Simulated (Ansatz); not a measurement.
# AlN (P6_3mc): the host for defect calculations, part 2 of 3

Before any defect goes in: AlN (P6_3mc) at rest, and how it screens a charge.

Ansatz 0.2.0; plane-wave PAW DFT, r2SCAN; relaxation of the host's cell and atoms; PAW set soft_1 (the session's first sound run).

So far. Step 3 (Dielectric tensors of the host): The principal values of the electronic dielectric tensor are 4.49, 4.49 and 4.72. The principal values of the static dielectric tensor are 8.15, 8.15 and 9.65.

### 5. Self-consistent run

This step: plane-wave PAW DFT, r2SCAN; single point of the defect-free supercell, a test of its k-points; PAW set soft_1 (Ansatz 0.2.0).

System of this step: AlN (P6_3mc). The cell holds 72 atoms: 36 Al and 36 N. Cell: a = 9.320 Å, b = 9.320 Å, c = 9.956 Å, α = 90.0°, β = 90.0°, γ = 120.0°.

Input file pristine.sampling/input.yaml:

```yaml
crystal:
  lattice:
    - [9.3195655359, 8.6e-08, 0.0]
    - [-4.6597828424, 8.0709804634, 0.0]
    - [0.0, 0.0, 9.956477719]
  atoms:
    - { symbol: Al, position: [0.2222222222, 0.1111111111, 0.2496016674] }
    - { symbol: Al, position: [0.1111111111, 0.2222222222, 0.4996016674] }
    - { symbol: "N", position: [0.2222222222, 0.1111111111, 0.4403983326] }
    - { symbol: "N", position: [0.1111111111, 0.2222222222, 0.1903983326] }
    - { symbol: Al, position: [0.2222222222, 0.1111111111, 0.7496016674] }
    - { symbol: Al, position: [0.1111111111, 0.2222222222, 0.9996016674] }
    - { symbol: "N", position: [0.2222222222, 0.1111111111, 0.9403983326] }
    - { symbol: "N", position: [0.1111111111, 0.2222222222, 0.6903983326] }
    - { symbol: Al, position: [0.2222222222, 0.4444444444, 0.2496016674] }
    - { symbol: Al, position: [0.1111111111, 0.5555555556, 0.4996016674] }
    - { symbol: "N", position: [0.2222222222, 0.4444444444, 0.4403983326] }
    - { symbol: "N", position: [0.1111111111, 0.5555555556, 0.1903983326] }
    - { symbol: Al, position: [0.2222222222, 0.4444444444, 0.7496016674] }
    - { symbol: Al, position: [0.1111111111, 0.5555555556, 0.9996016674] }
    - { symbol: "N", position: [0.2222222222, 0.4444444444, 0.9403983326] }
    - { symbol: "N", position: [0.1111111111, 0.5555555556, 0.6903983326] }
    - { symbol: Al, position: [0.2222222222, 0.7777777778, 0.2496016674] }
    - { symbol: Al, position: [0.1111111111, 0.8888888889, 0.4996016674] }
    - { symbol: "N", position: [0.2222222222, 0.7777777778, 0.4403983326] }
    - { symbol: "N", position: [0.1111111111, 0.8888888889, 0.1903983326] }
    - { symbol: Al, position: [0.2222222222, 0.7777777778, 0.7496016674] }
    - { symbol: Al, position: [0.1111111111, 0.8888888889, 0.9996016674] }
    - { symbol: "N", position: [0.2222222222, 0.7777777778, 0.9403983326] }
    - { symbol: "N", position: [0.1111111111, 0.8888888889, 0.6903983326] }
    - { symbol: Al, position: [0.5555555556, 0.1111111111, 0.2496016674] }
    - { symbol: Al, position: [0.4444444444, 0.2222222222, 0.4996016674] }
    - { symbol: "N", position: [0.5555555556, 0.1111111111, 0.4403983326] }
    - { symbol: "N", position: [0.4444444444, 0.2222222222, 0.1903983326] }
    - { symbol: Al, position: [0.5555555556, 0.1111111111, 0.7496016674] }
    - { symbol: Al, position: [0.4444444444, 0.2222222222, 0.9996016674] }
    - { symbol: "N", position: [0.5555555556, 0.1111111111, 0.9403983326] }
    - { symbol: "N", position: [0.4444444444, 0.2222222222, 0.6903983326] }
    - { symbol: Al, position: [0.5555555556, 0.4444444444, 0.2496016674] }
    - { symbol: Al, position: [0.4444444444, 0.5555555556, 0.4996016674] }
    - { symbol: "N", position: [0.5555555556, 0.4444444444, 0.4403983326] }
    - { symbol: "N", position: [0.4444444444, 0.5555555556, 0.1903983326] }
    - { symbol: Al, position: [0.5555555556, 0.4444444444, 0.7496016674] }
    - { symbol: Al, position: [0.4444444444, 0.5555555556, 0.9996016674] }
    - { symbol: "N", position: [0.5555555556, 0.4444444444, 0.9403983326] }
    - { symbol: "N", position: [0.4444444444, 0.5555555556, 0.6903983326] }
    - { symbol: Al, position: [0.5555555556, 0.7777777778, 0.2496016674] }
    - { symbol: Al, position: [0.4444444444, 0.8888888889, 0.4996016674] }
    - { symbol: "N", position: [0.5555555556, 0.7777777778, 0.4403983326] }
    - { symbol: "N", position: [0.4444444444, 0.8888888889, 0.1903983326] }
    - { symbol: Al, position: [0.5555555556, 0.7777777778, 0.7496016674] }
    - { symbol: Al, position: [0.4444444444, 0.8888888889, 0.9996016674] }
    - { symbol: "N", position: [0.5555555556, 0.7777777778, 0.9403983326] }
    - { symbol: "N", position: [0.4444444444, 0.8888888889, 0.6903983326] }
    - { symbol: Al, position: [0.8888888889, 0.1111111111, 0.2496016674] }
    - { symbol: Al, position: [0.7777777778, 0.2222222222, 0.4996016674] }
    - { symbol: "N", position: [0.8888888889, 0.1111111111, 0.4403983326] }
    - { symbol: "N", position: [0.7777777778, 0.2222222222, 0.1903983326] }
    - { symbol: Al, position: [0.8888888889, 0.1111111111, 0.7496016674] }
    - { symbol: Al, position: [0.7777777778, 0.2222222222, 0.9996016674] }
    - { symbol: "N", position: [0.8888888889, 0.1111111111, 0.9403983326] }
    - { symbol: "N", position: [0.7777777778, 0.2222222222, 0.6903983326] }
    - { symbol: Al, position: [0.8888888889, 0.4444444444, 0.2496016674] }
    - { symbol: Al, position: [0.7777777778, 0.5555555556, 0.4996016674] }
    - { symbol: "N", position: [0.8888888889, 0.4444444444, 0.4403983326] }
    - { symbol: "N", position: [0.7777777778, 0.5555555556, 0.1903983326] }
    - { symbol: Al, position: [0.8888888889, 0.4444444444, 0.7496016674] }
    - { symbol: Al, position: [0.7777777778, 0.5555555556, 0.9996016674] }
    - { symbol: "N", position: [0.8888888889, 0.4444444444, 0.9403983326] }
    - { symbol: "N", position: [0.7777777778, 0.5555555556, 0.6903983326] }
    - { symbol: Al, position: [0.8888888889, 0.7777777778, 0.2496016674] }
    - { symbol: Al, position: [0.7777777778, 0.8888888889, 0.4996016674] }
    - { symbol: "N", position: [0.8888888889, 0.7777777778, 0.4403983326] }
    - { symbol: "N", position: [0.7777777778, 0.8888888889, 0.1903983326] }
    - { symbol: Al, position: [0.8888888889, 0.7777777778, 0.7496016674] }
    - { symbol: Al, position: [0.7777777778, 0.8888888889, 0.9996016674] }
    - { symbol: "N", position: [0.8888888889, 0.7777777778, 0.9403983326] }
    - { symbol: "N", position: [0.7777777778, 0.8888888889, 0.6903983326] }
basis:
  ecutwfc: 500
  xc_grid: 2
hamiltonian:
  xc: r2scan
  pseudopotentials: { kind: paw, azcp: { folder: soft_1 } }
kpoints:
  mp_grid: { grid: [1, 1, 1], shift: [0.25, 0.25, 0.25] }
scf:
  occupations: { method: fermi_dirac, width: 0.01 }
  max_iter: 80
```

Run with:

```bash
> ansatz run input.yaml --threads 4 --pin off --max-ram 7536MiB --backend cpu --events-out ev --progress --plain --runs-dir out
```

Numbers of over 12 decimals in the logs are rounded to 6 here.

The log of the run:

```text
[...]
Crystal: 72 atoms, lattice volume = 748.907 Å³
Basis set: ecut = 500 eV, 18913 PW (Γ), exchange–correlation on 144×144×150 points (8 copies of the dense FFT grid, shifted against one another)
Bands: 216, of which v1, the nominal top of the filled ones, is band 144 counted from 1 (143 counted from 0)
Symmetry: 36 space group operations
k-points: 1
[...]
SCF iter   1: F=—  HF=-33463.096597 eV  |F-HF|=—  |Δ(HF+E_count)|=         —  Δρ=1.35e-1  dr2=1.67e2  dr2_τ=1.95e1  ethr=3.10e-3  ⟨swp⟩=6.0  Hψ=859  notcnv=0  defer=43
[...]
SCF iter   3: F=—  HF=-33426.197697 eV  |F-HF|=—  |Δ(HF+E_count)|=    3.99e0  Δρ=2.41e-2  dr2=2.82e0  dr2_τ=1.51e-1  ethr=3.10e-3  ⟨swp⟩=3.0  Hψ=264  notcnv=0  defer=16
automatic band count: iteration 3 solves 166 bands in place of 216: the levels show a gap, and the empty bands left out lie too high to hold charge; the band table lists the bands solved (type scf.n_extra_bands for more)
SCF iter   4: F=—  HF=-33426.509328 eV  |F-HF|=—  |Δ(HF+E_count)|=   3.12e-1  Δρ=2.28e-3  dr2=3.21e-2  dr2_τ=2.82e-3  ethr=9.81e-4  ⟨swp⟩=3.0  Hψ=299  notcnv=0  defer=16
[...]
SCF iter   8: F=-33426.505858 eV  HF=-33426.505858 eV  |F-HF|=2.33e-10  |Δ(HF+E_count)|=   1.69e-8  Δρ=2.78e-7  dr2=4.74e-10  dr2_τ=2.00e-11  ethr=4.04e-11  ⟨swp⟩=1.0  Hψ=427  notcnv=0
SCF 1 converged in 8 iterations: F = -33426.505858 eV  dr2 = 4.74e-10
[...]
SCF converged after 8 iterations
Free energy (F): -33426.505858 eV
[...]
Internal energy: -33426.505858 eV  (E = F + TS)
E sigma→0 (E₀):  -33426.505858 eV
Fermi energy:    9.763121 eV
[...]
```

Elapsed: 10 s, on 4 threads of Arm Neoverse V1, shared host; peak memory 1.5 GiB.

Numbers from this step:

```yaml
energy_over_dense_mesh: -0.01385 eV/atom
```

### 6. Defect free supercell relaxed from its symmetric sites

This cell, the one that will hold the defects, is built from the relaxed host. Its coarser k-points can move the atoms a little, so it is relaxed from the symmetric sites, as the reference for the test of stability.

This step: plane-wave PAW DFT, r2SCAN; relaxation of the defect-free supercell from its symmetric sites; PAW set soft_1 (Ansatz 0.2.0).

pristine.symmetric/input.yaml, as its differences from pristine.sampling/input.yaml of step 5:

```diff
@@ -89 +89,12 @@
   max_iter: 80
+output:
+  forces: true
+relax:
+  f_tol: 0.01
+  max_steps: 60
+  escape_saddle: false
+checkpoint:
+  write: "../pristine.symmetric.run"
+  compress: false
+  write_wavefunctions: false
+  write_every: 100000
```

The log of the run:

```text
[...]
Crystal: 72 atoms, lattice volume = 748.907 Å³
Basis set: ecut = 500 eV, 18913 PW (Γ), exchange–correlation on 144×144×150 points (8 copies of the dense FFT grid, shifted against one another)
Bands: 216, of which v1, the nominal top of the filled ones, is band 144 counted from 1 (143 counted from 0)
Symmetry: 36 space group operations
k-points: 1
[...]
SCF iter   1: F=—  HF=-33463.096598 eV  |F-HF|=—  |Δ(HF+E_count)|=         —  Δρ=1.35e-1  dr2=1.67e2  dr2_τ=1.95e1  ethr=3.10e-3  ⟨swp⟩=6.0  Hψ=859  notcnv=0  defer=43
[...]
SCF iter   7: F=-33426.505858 eV  HF=-33426.505858 eV  |F-HF|=4.66e-8  |Δ(HF+E_count)|=   2.60e-6  Δρ=3.50e-6  dr2=1.05e-7  dr2_τ=1.77e-9  ethr=8.68e-10  ⟨swp⟩=4.0  Hψ=566  notcnv=0
SCF 1 converged in 7 iterations: F = -33426.505858 eV  dr2 = 1.05e-7
[...]
relax step   1: F+E_penalty+E_count = -33426.50585760 eV  Δ(F+E_penalty+E_count) = +0.000e0 eV  max|allowed force component| = 3.960e-2 eV/Å  Δτ_max = 0.0000 Å  (7 SCF iters, dr2 threshold 2.50e-6 eV, accepted)
[...]
relax step   2: F+E_penalty+E_count = -33426.50742791 eV  Δ(F+E_penalty+E_count) = -1.570e-3 eV  max|allowed force component| = 2.410e-2 eV/Å  Δτ_max = 0.0016 Å  (5 SCF iters, accepted)
SCF iter   1: F=—  HF=-33426.509274 eV  |F-HF|=—  |Δ(HF+E_count)|=         —  Δρ=2.39e-4  dr2=4.99e-4  dr2_τ=1.50e-3  ethr=1.12e-6  ⟨swp⟩=3.0  Hψ=353  notcnv=0  defer=14
[...]
SCF iter   5: F=-33426.508567 eV  HF=-33426.508567 eV  |F-HF|=2.34e-9  |Δ(HF+E_count)|=   3.56e-8  Δρ=9.16e-7  dr2=6.91e-9  dr2_τ=2.51e-10  ethr=3.47e-11  ⟨swp⟩=3.0  Hψ=458  notcnv=0
SCF 3 converged in 5 iterations: F = -33426.508567 eV  dr2 = 6.91e-9
relax step   3: F+E_penalty+E_count = -33426.50856698 eV  Δ(F+E_penalty+E_count) = -1.139e-3 eV  max|allowed force component| = 1.747e-3 eV/Å  Δτ_max = 0.0013 Å  (5 SCF iters, accepted)
[...]
SCF iter   2: F=-33426.508567 eV  HF=-33426.508567 eV  |F-HF|=3.64e-11  |Δ(HF+E_count)|=   1.11e-9  Δρ=4.92e-7  dr2=1.95e-9  dr2_τ=5.22e-11  ethr=2.40e-12  ⟨swp⟩=2.0  Hψ=364  notcnv=0
SCF 4 converged in 2 iterations: F = -33426.508567 eV  dr2 = 1.95e-9
SCF converged after 2 iterations
Free energy (F): -33426.508567 eV
[...]
Internal energy: -33426.508567 eV  (E = F + TS)
E sigma→0 (E₀):  -33426.508567 eV
Fermi energy:    9.761122 eV
[...]
--- Forces (eV/Å), atoms counted from 1 ---
  atom   1  Al    -0.00057605     0.00034210     0.00172690
  atom   2  Al     0.00058430    -0.00032783     0.00172690
  atom   3  N      0.00011408    -0.00007511    -0.00176621
  atom   4  N     -0.00012209     0.00006124    -0.00176621
  atom   5  Al    -0.00057605     0.00034210     0.00172690
  atom   6  Al     0.00058430    -0.00032783     0.00172690
  atom   7  N      0.00011408    -0.00007511    -0.00176621
  atom   8  N     -0.00012209     0.00006124    -0.00176621
  atom   9  Al    -0.00057605     0.00034210     0.00172690
  atom  10  Al     0.00058430    -0.00032783     0.00172690
  atom  11  N      0.00011408    -0.00007511    -0.00176621
  atom  12  N     -0.00012209     0.00006124    -0.00176621
  atom  13  Al    -0.00057605     0.00034210     0.00172690
  atom  14  Al     0.00058430    -0.00032783     0.00172690
  atom  15  N      0.00011408    -0.00007511    -0.00176621
  atom  16  N     -0.00012209     0.00006124    -0.00176621
  atom  17  Al    -0.00057605     0.00034210     0.00172690
  atom  18  Al     0.00058430    -0.00032783     0.00172690
  atom  19  N      0.00011408    -0.00007511    -0.00176621
  atom  20  N     -0.00012209     0.00006124    -0.00176621
  atom  21  Al    -0.00057605     0.00034210     0.00172690
  atom  22  Al     0.00058430    -0.00032783     0.00172690
  atom  23  N      0.00011408    -0.00007511    -0.00176621
  atom  24  N     -0.00012209     0.00006124    -0.00176621
  atom  25  Al    -0.00057605     0.00034210     0.00172690
  atom  26  Al     0.00058430    -0.00032783     0.00172690
  atom  27  N      0.00011408    -0.00007511    -0.00176621
  atom  28  N     -0.00012209     0.00006124    -0.00176621
  atom  29  Al    -0.00057605     0.00034210     0.00172690
  atom  30  Al     0.00058430    -0.00032783     0.00172690
  atom  31  N      0.00011408    -0.00007511    -0.00176621
  atom  32  N     -0.00012209     0.00006124    -0.00176621
  atom  33  Al    -0.00057605     0.00034210     0.00172690
  atom  34  Al     0.00058430    -0.00032783     0.00172690
  atom  35  N      0.00011408    -0.00007511    -0.00176621
  atom  36  N     -0.00012209     0.00006124    -0.00176621
  atom  37  Al    -0.00057605     0.00034210     0.00172690
  atom  38  Al     0.00058430    -0.00032783     0.00172690
  atom  39  N      0.00011408    -0.00007511    -0.00176621
  atom  40  N     -0.00012209     0.00006124    -0.00176621
[...]
atom  61  Al    -0.00057605     0.00034210     0.00172690
  atom  62  Al     0.00058430    -0.00032783     0.00172690
  atom  63  N      0.00011408    -0.00007511    -0.00176621
  atom  64  N     -0.00012209     0.00006124    -0.00176621
  atom  65  Al    -0.00057605     0.00034210     0.00172690
  atom  66  Al     0.00058430    -0.00032783     0.00172690
  atom  67  N      0.00011408    -0.00007511    -0.00176621
  atom  68  N     -0.00012209     0.00006124    -0.00176621
  atom  69  Al    -0.00057605     0.00034210     0.00172690
  atom  70  Al     0.00058430    -0.00032783     0.00172690
  atom  71  N      0.00011408    -0.00007511    -0.00176621
  atom  72  N     -0.00012209     0.00006124    -0.00176621
  max |Σ_I F_I| component: 1.41e-3 eV/Å
--- Relaxed structure (3 steps of the walk, 3 accepted, 0 SCFs on fresh bases) ---
  F+E_penalty+E_count = -33426.50856698 eV   max|allowed force component| = 1.747e-3 eV/Å
  atoms:
    - { symbol: Al, position: [0.222241, 0.111093, 0.249671] }
    - { symbol: Al, position: [0.111093, 0.222241, 0.499671] }
    - { symbol: N, position: [0.222044, 0.111288, 0.440329] }
    - { symbol: N, position: [0.111288, 0.222044, 0.190329] }
    - { symbol: Al, position: [0.222241, 0.111093, 0.749671] }
    - { symbol: Al, position: [0.111093, 0.222241, 0.999671] }
    - { symbol: N, position: [0.222044, 0.111288, 0.940329] }
    - { symbol: N, position: [0.111288, 0.222044, 0.690329] }
    - { symbol: Al, position: [0.222241, 0.444427, 0.249671] }
    - { symbol: Al, position: [0.111093, 0.555575, 0.499671] }
    - { symbol: N, position: [0.222044, 0.444621, 0.440329] }
    - { symbol: N, position: [0.111288, 0.555378, 0.190329] }
    - { symbol: Al, position: [0.222241, 0.444427, 0.749671] }
    - { symbol: Al, position: [0.111093, 0.555575, 0.999671] }
    - { symbol: N, position: [0.222044, 0.444621, 0.940329] }
    - { symbol: N, position: [0.111288, 0.555378, 0.690329] }
    - { symbol: Al, position: [0.222241, 0.777760, 0.249671] }
    - { symbol: Al, position: [0.111093, 0.888908, 0.499671] }
    - { symbol: N, position: [0.222044, 0.777955, 0.440329] }
    - { symbol: N, position: [0.111288, 0.888711, 0.190329] }
    - { symbol: Al, position: [0.222241, 0.777760, 0.749671] }
    - { symbol: Al, position: [0.111093, 0.888908, 0.999671] }
    - { symbol: N, position: [0.222044, 0.777955, 0.940329] }
    - { symbol: N, position: [0.111288, 0.888711, 0.690329] }
    - { symbol: Al, position: [0.555575, 0.111093, 0.249671] }
    - { symbol: Al, position: [0.444427, 0.222241, 0.499671] }
    - { symbol: N, position: [0.555378, 0.111288, 0.440329] }
    - { symbol: N, position: [0.444621, 0.222044, 0.190329] }
    - { symbol: Al, position: [0.555575, 0.111093, 0.749671] }
    - { symbol: Al, position: [0.444427, 0.222241, 0.999671] }
    - { symbol: N, position: [0.555378, 0.111288, 0.940329] }
    - { symbol: N, position: [0.444621, 0.222044, 0.690329] }
    - { symbol: Al, position: [0.555575, 0.444427, 0.249671] }
    - { symbol: Al, position: [0.444427, 0.555575, 0.499671] }
    - { symbol: N, position: [0.555378, 0.444621, 0.440329] }
    - { symbol: N, position: [0.444621, 0.555378, 0.190329] }
    - { symbol: Al, position: [0.555575, 0.444427, 0.749671] }
    - { symbol: Al, position: [0.444427, 0.555575, 0.999671] }
    - { symbol: N, position: [0.555378, 0.444621, 0.940329] }
    - { symbol: N, position: [0.444621, 0.555378, 0.690329] }
    - { symbol: Al, position: [0.555575, 0.777760, 0.249671] }
    - { symbol: Al, position: [0.444427, 0.888908, 0.499671] }
    - { symbol: N, position: [0.555378, 0.777955, 0.440329] }
    - { symbol: N, position: [0.444621, 0.888711, 0.190329] }
    - { symbol: Al, position: [0.555575, 0.777760, 0.749671] }
    - { symbol: Al, position: [0.444427, 0.888908, 0.999671] }
    - { symbol: N, position: [0.555378, 0.777955, 0.940329] }
    - { symbol: N, position: [0.444621, 0.888711, 0.690329] }
    - { symbol: Al, position: [0.888908, 0.111093, 0.249671] }
    - { symbol: Al, position: [0.777760, 0.222241, 0.499671] }
    - { symbol: N, position: [0.888711, 0.111288, 0.440329] }
    - { symbol: N, position: [0.777955, 0.222044, 0.190329] }
    - { symbol: Al, position: [0.888908, 0.111093, 0.749671] }
    - { symbol: Al, position: [0.777760, 0.222241, 0.999671] }
    - { symbol: N, position: [0.888711, 0.111288, 0.940329] }
    - { symbol: N, position: [0.777955, 0.222044, 0.690329] }
    - { symbol: Al, position: [0.888908, 0.444427, 0.249671] }
    - { symbol: Al, position: [0.777760, 0.555575, 0.499671] }
    - { symbol: N, position: [0.888711, 0.444621, 0.440329] }
    - { symbol: N, position: [0.777955, 0.555378, 0.190329] }
    - { symbol: Al, position: [0.888908, 0.444427, 0.749671] }
    - { symbol: Al, position: [0.777760, 0.555575, 0.999671] }
    - { symbol: N, position: [0.888711, 0.444621, 0.940329] }
    - { symbol: N, position: [0.777955, 0.555378, 0.690329] }
    - { symbol: Al, position: [0.888908, 0.777760, 0.249671] }
    - { symbol: Al, position: [0.777760, 0.888908, 0.499671] }
    - { symbol: N, position: [0.888711, 0.777955, 0.440329] }
    - { symbol: N, position: [0.777955, 0.888711, 0.190329] }
    - { symbol: Al, position: [0.888908, 0.777760, 0.749671] }
    - { symbol: Al, position: [0.777760, 0.888908, 0.999671] }
    - { symbol: N, position: [0.888711, 0.777955, 0.940329] }
    - { symbol: N, position: [0.777955, 0.888711, 0.690329] }
```

The job ended after 26 s (4 threads; peak memory 1.5 GiB; 1.7 min of CPU time).

No atom moved by 0.005 Å in the relaxation.

(Part 2 of 3 ends here.)

[Logs are printed without paths, hosts, clocks, repeated set-up lines and the standing remarks that a program may print on its own settings, such as how far it seeks lower states.]

[Hosts, paths, dates, database ids (printed as entryN), source tags and the programs' standing remarks are cut or masked in the printed files.]

[Runs of the host that timed out are not shown.]

[For some hosts the program warned that the k-mesh of the response run may be too coarse for force constants and the static dielectric constant; such warnings are not always shown.]
